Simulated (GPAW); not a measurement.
Write an ASE script for GPAW 26.7.0 that does the following.

```
Task                : hybrid scf
Functional          : r2SCAN50
Potentials or basis : GPAW PAW data sets (gpaw-data 1.2.1)
Cutoff              : 400 eV
Basis               : pw
k mesh              : 4 × 4 × 4
Occupations         : fermi-dirac, width 0.001 eV
Spin                : no spin polarisation
Maxiter             : 40
Exx fraction        : 0.5
```

Crystal: GaSb.

```
Sb Ga
1.0
     0.00000    3.05900    3.05900
     3.05900    0.00000    3.05900
     3.05900    3.05900    0.00000
Sb Ga
1 1
Direct
  0.25000 0.25000 0.25000
  0.00000 0.00000 0.00000
```

These files were run (other wordings do the same):

run.py

```python
import numpy as np
from ase.dft.bandgap import bandgap
from ase.io import write
from ase.spacegroup import crystal
from gpaw import GPAW, PW
from gpaw.xc import parametrizedxc

class ScaledMGGA(parametrizedxc.ParametrizedKernel):
    """Weighted sum of Libxc meta-GGA parts, named like '0.75_MGGA_X_..+1.0_MGGA_C_..'."""
    def __init__(self, name):
        super().__init__(name)
        self.type = 'MGGA'

    def calculate(self, e_g, n_sg, dedn_sg, sigma_xg, dedsigma_xg, tau_sg, dedtau_sg):
        e_g[:] = dedsigma_xg[:] = dedtau_sg[:] = 0.0
        for kernel, c in zip(self.kernels, self.coefs):
            e, v, s, t = [np.zeros_like(x) for x in [e_g, dedn_sg, dedsigma_xg, dedtau_sg]]
            kernel.calculate(e, n_sg, v, sigma_xg, s, tau_sg, t)
            e_g += c * e
            dedn_sg += c * v
            dedsigma_xg += c * s
            dedtau_sg += c * t

parametrizedxc.ParametrizedKernel = ScaledMGGA

# Sb 4c
# Ga 4a
atoms = crystal(['Sb', 'Ga'],
                basis=[[0.25, 0.25, 0.25],
                       [0.0, 0.0, 0.0]],
                spacegroup=216, setting=1,  # F-43m
                cellpar=[6.118, 6.118, 6.118, 90.0, 90.0, 90.0],
                primitive_cell=True)

calc = GPAW(mode=PW(400),
            xc={'name': '0.500_MGGA_X_R2SCAN+1.0_MGGA_C_R2SCAN', 'fraction': 0.5, 'omega': 0.0, 'backend': 'pw'},
            kpts={'size': (4, 4, 4), 'gamma': True},
            occupations={'name': 'fermi-dirac', 'width': 0.001},
            nbands=18,
            convergence={'density': 0.0001},
            maxiter=40,
            txt='gpaw.txt')
atoms.calc = calc
energy = atoms.get_potential_energy()
calc.write('gs.gpw')
write('result.traj', atoms)
print(f'Energy: {energy:.6f} eV')
print('Fermi level:', round(calc.get_fermi_level(), 4), 'eV')
print(f'Gap: {bandgap(calc)[0]:.4f} eV, direct: {bandgap(calc, direct=True)[0]:.4f} eV')
```

Potentials or basis: GPAW PAW data sets (gpaw-data 1.2.1), pw.

Command:

```sh
$ OMP_NUM_THREADS=1 python run.py
```

It gave:

| Property | Result |
| --- | --- |
| Band gap on the k mesh | 2.99 eV, direct |

Caveat: the k mesh is coarse (spacing up to 0.44 Å⁻¹), so the values aren't converged, least of all with exact exchange; exact exchange converges slowly with the k mesh, and this mesh is small; the scaled meta-GGA exchange is a class typed in the script; spin-orbit coupling is left out, which moves the levels of the heavy elements.

It took 23 min on 1 thread of Arm Neoverse V1 (shared host), peak memory 0.41 GiB.
